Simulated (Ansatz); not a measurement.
# Ga: a single-point run

Wanted: a converged single-point run for Ga, and a check of what comes out. The structure is shown as the input types it.

Computed with Ansatz 0.2.0 (DFT, LDA, all-electron LAPW, scalar-relativistic, unless a step's input says otherwise).

1 further run of the same task is left out (it didn't finish). Runs told in other sessions of the task aren't counted.

**1. The starting structure**

Symmetry: C2/c, No. 15, monoclinic system. Conventional cell: a = 5.227 Å, b = 15.218 Å, c = 6.297 Å, α = 90.00°, β = 92.02°, γ = 90.00°.

Coordinates:

```xyz
2
Lattice="2.6135 -7.6090 0.0000 2.6135 7.6090 0.0000 -0.2219 0.0000 6.2927" Properties=species:S:1:pos:R:3 pbc="T T T"
Ga    2.5580   -5.6154    1.5732
Ga    2.4470    5.6154    4.7195
```

**2. The run**

Contents of input.yaml:

```yaml
crystal:
  lattice:
    - [2.6134912, -7.60898214, 0.0]
    - [2.6134912, 7.60898214, 0.0]
    - [-0.22194833, 0.0, 6.29265563]
  atoms:
    - { symbol: Ga, position: [0.869, 0.131, 0.25] }
    - { symbol: Ga, position: [0.131, 0.869, 0.75] }
kpoints:
  mp_grid: { grid: [14, 14, 11] }
  band_path:
    path:
      - [0.0, 0.0, 0.0]
      - [-0.5, 0.5, 0.0]
      - [-0.5, 0.5, 0.5]
      - [0.0, 0.0, 0.5]
      - [0.0, 0.0, 0.0]
      - [-0.5, 0.0, 0.5]
      - [0.0, 0.0, 0.0]
      - [-0.5, 0.0, 0.0]
    npoints: 5
scf:
  occupations: { method: fermi_dirac, width: 0.05 }
  max_iter: 80
hamiltonian:
  xc: lda
  pseudopotentials: { kind: all_electron, lapw: { basis_error: 0.0005 } }
output:
  forces: true
  stress: true
  eigenvalues: true
```

Started as:

```sh
ansatz run input.yaml --threads 1 --pin off --max-ram 2048MiB --backend cpu --events-out ev --progress --plain --runs-dir out
```

Q: Will this input give a usable result? If not, why, and what should change?

The program finished normally. That alone doesn't make the input a sound one.

Lengths in bohr were typed where ångström are read, so every distance is 1.89 times too long and the bonds are broken. The shortest distance in the input is 5.08 Å, between atoms 1 (Ga) and 2 (Ga).

The cure: convert the lengths to the unit that the input reads.
